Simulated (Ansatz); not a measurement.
Guessed and relaxed cells of B

The cell of B is invented: random cell by space group and Wyckoff sites (Fddd, No. 70). Its size is a rough estimate.

start.xyz

```xyz
2
Lattice="0.0000 2.1125 2.3152 1.7328 0.0000 2.3152 1.7328 2.1125 0.0000" Properties=species:S:1:pos:R:3 pbc="T T T"
B     1.7328    2.1125    2.3152
B     2.5992    3.1687    3.4728
```

These are results of DFT PBE, scalar-relativistic, plane waves, PAW (Ansatz 0.2.0), not measurements. Cutoff 420 eV, Gaussian smearing, Γ-centred meshes. Cell and atoms relax first on a coarse mesh and then on a finer one. In between, the cell is made exact in the group found at 0.06 Å. In metals the finer mesh still leaves noise of several meV/atom or more. The steps can't lower the symmetry of their start. No spin polarisation.

end.xyz

```xyz
2
Lattice="-1.1241 1.1241 2.6728 1.1241 -1.1241 2.6728 1.1241 1.1241 -2.6728" Properties=species:S:1:pos:R:3 pbc="T T T"
B     0.0000    0.0000    2.6728
B     1.1241    0.0000    1.3364
```

The symmetry goes from Fddd (No. 70) to I4_1/amd (No. 141). The volume per atom shrinks by 20.3 %, from 8.5 to 6.8 Å³. The shortest distance goes from 1.79 Å (B–B) to 1.75 Å (B–B). The energy falls by about 0.54 eV/atom (the start's value is from the coarse mesh). The end is written in a standard setting, so origin, axes and order of atoms can differ from the start's.

```
Volume per atom                             : 6.75 Å³
Density                                     : 2.66 g/cm³
Energy over the standard state              : +0.36 eV/atom
Gap on the 26×26×26 mesh of the 2-atom cell : 0 eV (a metal)
```

Energies count from the standard state of B at the same level. So it is a metastable form at best.

The last run used Gaussian smearing of 0.10 eV. A later test with randomly moved atoms came back to the same energy, though modes that don't fit the test's cell weren't probed. In all, the 3 runs took 2.3 min on 1 thread of Arm Neoverse V1, with other jobs on the host.
